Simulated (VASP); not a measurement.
# MoS2 in VASP: settings compared

One slab, MoS2, is run at these levels: PBE, PBE+D3(BJ); tasks: relaxation of cell and atoms.

Everything below comes from runs of VASP 6.6.1. Logs are shortened: lines on timing, memory, paths and dates and some standing lists are left out, and cuts for length are marked.

**1. The slab as given**

The cell holds a slab with vacuum, 6 atoms: a = 3.169 Å, b = 3.169 Å, c = 27.292 Å, α = 90.00°, β = 90.00°, γ = 120.00°.

**2. Relaxation of cell and atoms, PBE**

INCAR

```
ALGO = Normal
EDIFF = 1E-6
EDIFFG = -0.01
ENCUT = 600
GGA = PE
IBRION = 2
ISIF = 3
ISMEAR = 0
KPAR = 2
LASPH = True
LATTICE_CONSTRAINTS = .TRUE. .TRUE. .FALSE.
LCHARG = False
LREAL = False
LWAVE = False
NELM = 80
NSW = 90
PREC = Accurate
SIGMA = 0.03
```

KPOINTS

```
k-points
0
Gamma
  12 12 1
```

POSCAR

```
MoS2
1.0
    3.1690000000      0.0000000000      0.0000000000
   -1.5845000000      2.7444345000      0.0000000000
    0.0000000000      0.0000000000     27.2922960000
S Mo
4 2
Direct
    0.3333333300      0.6666666700      0.3297633900
    0.3333333300      0.6666666700      0.4444586100
    0.6666666700      0.3333333300      0.5555413900
    0.6666666700      0.3333333300      0.6702366100
    0.6666666700      0.3333333300      0.3871110000
    0.3333333300      0.6666666700      0.6128890000
```

Potentials or basis: VASP PAW PBE potentials, release 64 (S, Mo_sv).

The run is started by

```sh
cat potpaw_PBE.64/S/POTCAR potpaw_PBE.64/Mo_sv/POTCAR > POTCAR
mpirun -np 2 vasp_std > vasp.out
```

OUTCAR:

```text
EDIFF = 1E-6
   EDIFFG = -0.01
   ENCUT = 600
   GGA = PE
   IBRION = 2
   ISIF = 3
   ISMEAR = 0
   LASPH = True
   LREAL = False
   NELM = 80
   NSW = 90
   PREC = Accurate

 ion  position               nearest neighbor table
   1  0.333  0.667  0.330-   5 2.41   5 2.41   5 2.41
   2  0.333  0.667  0.444-   5 2.41   5 2.41   5 2.41
   3  0.667  0.333  0.556-   6 2.41   6 2.41   6 2.41
   4  0.667  0.333  0.670-   6 2.41   6 2.41   6 2.41
   5  0.667  0.333  0.387-   1 2.41   2 2.41   1 2.41   2 2.41   1 2.41   2 2.41
   6  0.333  0.667  0.613-   3 2.41   4 2.41   3 2.41   4 2.41   3 2.41   4 2.41

  LATTYP: Found a hexagonal cell.
 ALAT       =     3.1690000000
 C/A-ratio  =     8.6122739034

  Lattice vectors:

 A1 = (   3.1690000000,   0.0000000000,   0.0000000000)
 A2 = (  -1.5845000000,   2.7444345000,   0.0000000000)
 A3 = (   0.0000000000,   0.0000000000,  27.2922960000)

Analysis of symmetry for initial positions (statically):
=====================================================================
 Subroutine PRICEL returns:
 Original cell was already a primitive cell.

 Routine SETGRP: Setting up the symmetry group for a
 hexagonal supercell.

 Subroutine GETGRP returns: Found 12 space group operations
 (whereof 12 operations were pure point group operations)
 out of a pool of 24 trial point group operations.

The static configuration has the point symmetry D_3d.

Analysis of symmetry for dynamics (positions and initial velocities):
=====================================================================
 Subroutine PRICEL returns:
 Original cell was already a primitive cell.

 Routine SETGRP: Setting up the symmetry group for a
 hexagonal supercell.

 Subroutine GETGRP returns: Found 12 space group operations
 (whereof 12 operations were pure point group operations)
 out of a pool of 24 trial point group operations.

The dynamic configuration has the point symmetry D_3d.

 Subroutine INISYM returns: Found 12 space group operations
 (whereof 12 operations are pure point group operations),
 and found     1 'primitive' translations

----------------------------------------------------------------------------------------

                                     Primitive cell

  volume of cell :     237.3642

  direct lattice vectors                    reciprocal lattice vectors
     3.169000000  0.000000000  0.000000000     0.315556958  0.182186895  0.000000000
    -1.584500000  2.744434500  0.000000000     0.000000000  0.364373790  0.000000000
     0.000000000  0.000000000 27.292296000     0.000000000  0.000000000  0.036640376

  length of vectors
     3.169000000  3.168999996 27.292296000     0.364373789  0.364373790  0.036640376

  position of ions in fractional coordinates (direct lattice)
     0.333333330  0.666666670  0.329763390
     0.333333330  0.666666670  0.444458610
     0.666666670  0.333333330  0.555541390
     0.666666670  0.333333330  0.670236610
     0.666666670  0.333333330  0.387111000
     0.333333330  0.666666670  0.612889000

  ion indices of the primitive-cell ions
   primitive index   ion index
                 1           1
                 2           2
                 3           3
                 4           4
                 5           5
                 6           6

----------------------------------------------------------------------------------------

 KPOINTS: k-points

Automatic generation of k-mesh.
 Grid dimensions read from file:
 generate k-points for:   12   12    1

 Generating k-lattice:

  Cartesian coordinates                     Fractional coordinates (reciprocal lattice)
     0.026296413  0.015182241  0.000000000     0.083333333  0.000000000  0.000000000
     0.000000000  0.030364482  0.000000000     0.000000000  0.083333333  0.000000000
     0.000000000  0.000000000  0.036640376     0.000000000  0.000000000  1.000000000

  Length of vectors
     0.030364482  0.030364482  0.036640376

  Shift w.r.t. Gamma in fractional coordinates (k-lattice)
     0.000000000  0.000000000  0.000000000

 Subroutine IBZKPT returns following result:
 ===========================================

 Found     19 irreducible k-points:

 Following reciprocal coordinates:
            Coordinates               Weight
  0.000000  0.000000  0.000000      1.000000
  0.083333  0.000000  0.000000      6.000000
  0.166667  0.000000  0.000000      6.000000
  0.250000  0.000000  0.000000      6.000000
  0.333333 -0.000000  0.000000      6.000000
  0.416667  0.000000  0.000000      6.000000
[... 11 lines left out ...]
  0.333333  0.250000  0.000000     12.000000
  0.333333  0.333333  0.000000      2.000000
   k-points           NKPTS =     19   k-points in BZ     NKDIM =     19   number of bands    NBANDS=     31
   number of dos      NEDOS =    301   number of ions     NIONS =      6
   total plane-waves  NPLWV = 175616
   dimension x,y,z NGX =    28 NGY =   28 NGZ =  224
   dimension x,y,z NGXF=    56 NGYF=   56 NGZF=  448
   ions per type =               4   2
   NGX,Y,Z   is equivalent  to a cutoff of  14.69, 14.69, 13.64 a.u.
   NGXF,Y,Z  is equivalent  to a cutoff of  29.38, 29.38, 27.29 a.u.
 SYSTEM =  unknown system
   PREC   = accura    normal or accurate (medium, high low for compatibility)
   ISTART =      0    job   : 0-new  1-cont  2-samecut
   ICHARG =      2    charge: 1-file 2-atom 10-const
   ISPIN  =      1    spin polarized calculation?
   LNONCOLLINEAR =      F non collinear calculations
   LSORBIT =      F    spin-orbit coupling
   LASPH  =      T    aspherical Exc in radial PAW
   ENCUT  =  600.0 eV  44.10 Ry    6.64 a.u.   6.33  6.33 54.51*2*pi/ulx,y,z
   NELM   =     80;   NELMIN=  2; NELMDL= -5     # of ELM steps
   EDIFF  = 0.1E-05   stopping-criterion for ELM
   LREAL  =      F    real-space projection
   EDIFFG = -.1E-01   stopping-criterion for IOM
   NSW    =     90    number of steps for IOM
   IBRION =      2    ionic relax: 0-MD 1-quasi-New 2-CG
   NFREE  =      1    steps in history (QN), initial steepest desc. (CG)
   ISIF   =      3    stress and relaxation
   ISYM   =      2    0-nonsym 1-usesym 2-fastsym
   POTIM  = 0.5000    time-step for ionic-motion
   TEBEG  =    0.0;   TEEND  =   0.0 temperature during run
   PSTRESS=    0.0 pullay stress
   NELECT =      52.0000    total number of electrons
   NUPDOWN=      -1.0000    fix difference up-down
   EMIN   =  10.00;   EMAX   =-10.00  energy-range for DOS
   EFERMI =   0.00;   METHOD = LEGACY
   ISMEAR =     0;   SIGMA  =   0.03  broadening in eV -4-tet -1-fermi 0-gaus
   EFERMI_NEDOS =   21; number of points for ismear=-14 and -15
   IALGO  =     38    algorithm
   IMIX   =      4    mixing-type and parameters
     AMIX     =   0.40;   BMIX     =  1.00
     AMIX_MAG =   1.60;   BMIX_MAG =  1.00
  volume/ion in A,a.u.               =      39.56       266.97
  Fermi-wavevector in a.u.,A,eV,Ry     =   0.986895  1.864961 13.251550  0.973961
  Thomas-Fermi vector in A             =   2.118309
   LORBIT       =      0    0 simple, 1 ext, 2 COOP (PROOUT), +10 PAW based schemes
   GGA     = PE    functional components
   LHFCALC =     F    Hartree Fock is set to
   AEXX    =    0.0000 exact exchange contribution
   IVDW    =     0    specifies the selected vdW correction
   LEPSILON=     F    determine dielectric tensor
   LRPA    =     F    only Hartree local field effects (RPA)
 conjugate gradient relaxation of ions
 non-spin polarized calculation
 Gauss-broadening in eV      SIGMA  =   0.03
  energy-cutoff  :      600.00
  volume of cell :      237.36
 maximum number of plane-waves:      7983
 NGX is ok and might be reduce to    28
   NGX = 13   NGY = 13   NGZ =109

--------------------------------------- Ionic step        1  -------------------------------------------

 number of electron      52.0000001 magnetization

 Free energy of the ion-electron system (eV)
  ---------------------------------------------------
  ext. energy  EPLUGINS =         0.00000000
  ---------------------------------------------------
  free energy    TOTEN  =       -43.65928277 eV

  energy without entropy =      -43.65928277  energy(sigma->0) =      -43.65928277

------------------------ aborting loop because EDIFF is reached ----------------------------------------

  FORCE on cell =-STRESS in cart. coord.  units (eV):
  Direction    XX          YY          ZZ          XY          YZ          ZX
  --------------------------------------------------------------------------------------
  -------------------------------------------------------------------------------------
  Total        1.0472049      1.0472049      0.7974075     -0.0000000     -0.0000000      0.0000000
  in kB        7.0684966      7.0684965      5.3823971     -0.0000000     -0.0000000      0.0000000
  external PRESSURE =       6.5064634 kB  Pullay stress =       0.0000000 kB
[... 101 lines left out ...]
  FREE ENERGIE OF THE ION-ELECTRON SYSTEM (eV)
  ---------------------------------------------------
  free  energy   TOTEN  =       -43.6648405058 eV

  energy  without entropy=      -43.6648405058  energy(sigma->0) =      -43.66484051

[... ionic steps 4 to 26 ...]

--------------------------------------- Ionic step       27  -------------------------------------------

 number of electron      52.0000002 magnetization

------------------------ aborting loop because EDIFF is reached ----------------------------------------

  FORCE on cell =-STRESS in cart. coord.  units (eV):
  Direction    XX          YY          ZZ          XY          YZ          ZX
  --------------------------------------------------------------------------------------
  -------------------------------------------------------------------------------------
  Total       -0.0559477     -0.0559477     -0.0067791      0.0000000     -0.0000000      0.0000000
  in kB       -0.3738486     -0.3738486     -0.0452987      0.0000000     -0.0000000      0.0000000
  external PRESSURE =      -0.2643320 kB  Pullay stress =       0.0000000 kB
[... 65 lines left out ...]
  energy  without entropy=      -43.7098271996  energy(sigma->0) =      -43.70982720

--------------------------------------- Ionic step       29  -------------------------------------------

 number of electron      52.0000002 magnetization

 Free energy of the ion-electron system (eV)
  ---------------------------------------------------
  ext. energy  EPLUGINS =         0.00000000
  ---------------------------------------------------
  free energy    TOTEN  =       -43.70982761 eV

  energy without entropy =      -43.70982761  energy(sigma->0) =      -43.70982761

 E-fermi :   0.2162     XC(G=0):  -5.3282

 val. band max:       -0.0420203978   @ k =   0.0000   0.0000   0.0000
 cond. band min:       1.4511052158   @ k =   0.3333   0.3333   0.0000
 fundamental gap:      1.4931256136
 Fermi energy:         0.2161969053

 k-point     1 :       0.0000    0.0000    0.0000
  band No.  band energies     occupation
      1     -61.0839      2.00000
      2     -61.0839      2.00000
      3     -35.2233      2.00000
      4     -35.2233      2.00000
      5     -35.0204      2.00000
      6     -35.0204      2.00000
[... 668 lines left out ...]
  FREE ENERGIE OF THE ION-ELECTRON SYSTEM (eV)
  ---------------------------------------------------
  free  energy   TOTEN  =       -43.7098276122 eV

  energy  without entropy=      -43.7098276122  energy(sigma->0) =      -43.70982761

 reached required accuracy - stopping structural energy minimisation
```

It took 33 min on 2 MPI ranks of Intel Xeon Platinum 8259CL at 2.50GHz (Skylake/Cascade Lake), shared host; peak memory 0.53 GiB.

Results:

```
Free energy                            : -43.7098 eV
Relaxed volume                         : 39.93 Å³/atom
Relaxed cell                           : a = 3.184 Å, b = 3.184 Å, c = 27.292 Å, α = 90.00°, β = 90.00°, γ = 120.00°
Space group after relaxing (to 0.05 Å) : P-3m1 (No. 164)
Energy gained by relaxing              : 8.4 meV/atom
Ionic steps                            : 29
Largest force after relaxing           : 0.009 eV/Å
Band gap on the k mesh                 : 1.49 eV, indirect (least direct gap 1.67 eV)
```

Forces in eV/Å, atoms in the order of the input:
```
S    0.000  0.000  0.002
S    0.000  0.000 -0.009
S    0.000  0.000  0.009
S    0.000  0.000 -0.002
Mo   0.000  0.000 -0.003
Mo   0.000  0.000  0.003
```

Step by step:
```csv
step,energy change (eV),largest force (eV/Å),pressure (GPa),volume (Å³)
1,0.0000,0.0765,0.65,237.36
2,-0.0033,0.2054,-0.37,241.38
3,-0.0056,0.1562,0.02,239.79
4,-0.0076,0.0767,0.13,240.16
5,-0.0081,0.0827,0.22,240.46
6,-0.0090,0.0785,0.21,240.45
7,-0.0117,0.0652,0.19,240.43
8,-0.0166,0.0810,0.15,240.39
9,-0.0246,0.1258,0.08,240.31
10,-0.0349,0.2213,-0.05,240.16
11,-0.0402,0.4157,-0.29,239.85
12,-0.0407,0.4015,-0.29,239.82
13,-0.0421,0.3626,-0.26,239.75
14,-0.0445,0.2812,-0.22,239.60
15,-0.0477,0.1432,-0.13,239.29
16,-0.0478,0.2077,0.06,238.69
17,-0.0488,0.0985,-0.04,238.99
18,-0.0488,0.1019,-0.03,238.98
19,-0.0490,0.0927,-0.01,239.01
20,-0.0496,0.0642,0.02,239.13
21,-0.0502,0.0272,0.08,239.37
22,-0.0496,0.1078,0.22,239.84
23,-0.0503,0.0460,0.12,239.48
24,-0.0505,0.0200,0.03,239.80
25,-0.0505,0.0163,0.01,239.86
26,-0.0505,0.0105,0.00,239.84
27,-0.0505,0.0155,-0.03,239.77
28,-0.0505,0.0114,-0.01,239.64
29,-0.0505,0.0091,0.00,239.58
```

Final structure:
```xyz
6
Lattice="3.1838 0.0000 0.0000 -1.5919 2.7572 0.0000 0.0000 0.0000 27.2923" Properties=species:S:1:pos:R:3 pbc="T T T"
S     0.0000    1.8381    8.5887
S     0.0000    1.8381   11.7136
S     1.5919    0.9191   15.5787
S     1.5919    0.9191   18.7036
Mo    1.5919    0.9191   10.1511
Mo    0.0000    1.8381   17.1412
```

Levels at points of the mesh, in eV from the valence-band top:
| k point | band 22 | band 23 | band 24 | band 25 | band 26 | band 27 | band 28 | band 29 | band 30 | band 31 |
| --- | --- | --- | --- | --- | --- | --- | --- | --- | --- | --- |
| (0.00, 0.00, 0.00) | -1.68 | -1.67 | -1.67 | -0.29 | 0.00 | 2.58 | 2.58 | 2.59 | 2.59 | 2.82 |
| (0.50, 0.00, 0.00) | -2.04 | -1.16 | -1.14 | -0.81 | -0.80 | 2.07 | 2.07 | 2.56 | 2.60 | 3.60 |

Caveat: without dispersion, layers of such crystals drift apart on relaxing, which shifts levels and gaps; volumes and pressures include the vacuum. A hybrid or GW would open this gap; PBE tends to underestimate it.

**3. Relaxation of cell and atoms, PBE**

This run uses another cell than the first one, of 39.93 Å³/atom, 1.009 times its volume.

Edit INCAR of step 2 so:

```diff
@@ -1,4 +1,4 @@
 ALGO = Normal
-EDIFF = 1E-6
-EDIFFG = -0.01
+EDIFF = 1E-7
+EDIFFG = -0.005
 ENCUT = 600
```

KPOINTS is that of step 2.

POSCAR

```
MoS2                                    
1.0
    3.1837598703      0.0000000000      0.0000000000
   -1.5918799352      2.7572169226      0.0000000000
    0.0000000000      0.0000000000     27.2922960000
  S               Mo            
     4     2
Direct
     0.3333333300000021    0.6666666699999979    0.3146930426106226
     0.3333333300000021    0.6666666699999979    0.4291919989411066
     0.6666666699999979    0.3333333300000021    0.5708080010588937
     0.6666666699999979    0.3333333300000021    0.6853069573893774
     0.6666666699999979    0.3333333300000021    0.3719405837476076
     0.3333333300000021    0.6666666699999979    0.6280594162523924
```

Potentials or basis: VASP PAW PBE potentials, release 64 (S, Mo_sv).

The run is started by

```sh
cat potpaw_PBE.64/S/POTCAR potpaw_PBE.64/Mo_sv/POTCAR > POTCAR
mpirun -np 2 vasp_std > vasp.out
```

Wall time 36 min (2 MPI ranks of Intel Xeon Platinum 8259CL at 2.50GHz (Skylake/Cascade Lake), shared host); peak memory 0.53 GiB.

Results (log left out):

```yaml
Free_energy: -43.7119 eV
Relaxed_volume: 39.94 Å³/atom
Relaxed_cell: a = 3.184 Å, b = 3.184 Å, c = 27.292 Å, α = 90.00°, β = 90.00°, γ = 120.00°
Space_group_after_relaxing_to_0.05_Å: P-3m1 (No. 164)
Energy_gained_by_relaxing: 0.3 meV/atom
Ionic_steps: 31
Band_gap_on_the_k_mesh: 1.56 eV, indirect (least direct gap 1.68 eV)
```

Step by step:
| step | energy change (eV) | largest force (eV/Å) | pressure (GPa) | volume (Å³) |
| --- | --- | --- | --- | --- |
| 1 | 0.0000 | 0.0090 | 0.01 | 239.58 |
| 2 | 0.0000 | 0.0074 | 0.00 | 239.67 |
| 3 | 0.0000 | 0.0069 | -0.01 | 239.70 |
| 4 | 0.0000 | 0.0068 | 0.01 | 239.69 |
| 5 | 0.0000 | 0.0069 | 0.01 | 239.69 |
| 6 | 0.0000 | 0.0067 | 0.01 | 239.69 |
| 7 | 0.0000 | 0.0064 | 0.01 | 239.69 |
| 8 | -0.0001 | 0.0057 | 0.01 | 239.70 |
| 9 | -0.0001 | 0.0085 | 0.01 | 239.71 |
| 10 | -0.0002 | 0.0147 | 0.01 | 239.74 |
| 11 | -0.0004 | 0.0272 | 0.00 | 239.78 |
| 12 | -0.0007 | 0.0546 | -0.01 | 239.88 |
| 13 | -0.0008 | 0.1062 | -0.03 | 240.07 |
| 14 | -0.0008 | 0.1067 | -0.03 | 240.07 |
| 15 | -0.0008 | 0.1064 | -0.03 | 240.07 |
| 16 | -0.0008 | 0.1058 | -0.03 | 240.07 |
| 17 | -0.0008 | 0.1048 | -0.03 | 240.07 |
| 18 | -0.0009 | 0.1026 | -0.03 | 240.07 |
| 19 | -0.0009 | 0.0984 | -0.03 | 240.07 |
| 20 | -0.0010 | 0.0898 | -0.02 | 240.06 |
| 21 | -0.0012 | 0.0721 | -0.02 | 240.04 |
| 22 | -0.0013 | 0.0462 | -0.01 | 240.02 |
| 23 | -0.0014 | 0.0478 | 0.01 | 239.96 |
| 24 | -0.0015 | 0.0334 | 0.00 | 239.98 |
| 25 | -0.0015 | 0.0364 | 0.01 | 239.97 |
| 26 | -0.0015 | 0.0349 | 0.00 | 239.98 |
| 27 | -0.0015 | 0.0313 | 0.01 | 239.93 |
| 28 | -0.0016 | 0.0216 | 0.01 | 239.80 |
| 29 | -0.0017 | 0.0038 | 0.01 | 239.53 |
| 30 | -0.0017 | 0.0063 | 0.01 | 239.57 |
| 31 | -0.0017 | 0.0008 | -0.01 | 239.61 |

Final structure:
```cif
data_structure
_symmetry_space_group_name_H-M 'P 1'
_symmetry_Int_Tables_number 1
_cell_length_a 3.1840
_cell_length_b 3.1840
_cell_length_c 27.2923
_cell_angle_alpha 90.000
_cell_angle_beta 90.000
_cell_angle_gamma 120.000
_cell_volume 239.61
loop_
_atom_site_label
_atom_site_type_symbol
_atom_site_fract_x
_atom_site_fract_y
_atom_site_fract_z
_atom_site_occupancy
S1 S 0.33333 0.66667 0.30735 1
S2 S 0.33333 0.66667 0.42183 1
S3 S 0.66667 0.33333 0.57817 1
S4 S 0.66667 0.33333 0.69265 1
Mo1 Mo 0.66667 0.33333 0.36459 1
Mo2 Mo 0.33333 0.66667 0.63541 1
```

Levels at points of the mesh, in eV from the valence-band top:
```
           k point  band 24  band 25  band 26  band 27  band 28  band 29
(0.00, 0.00, 0.00)    -1.61    -0.20     0.00     2.65     2.65     2.65
(0.50, 0.00, 0.00)    -1.08    -0.74    -0.74     2.13     2.13     2.63
```

Caveat: without dispersion, layers of such crystals drift apart on relaxing, which shifts levels and gaps; volumes and pressures include the vacuum. As with any semilocal functional, this PBE gap is likely too small.

(Continued in part 2 of 2.)
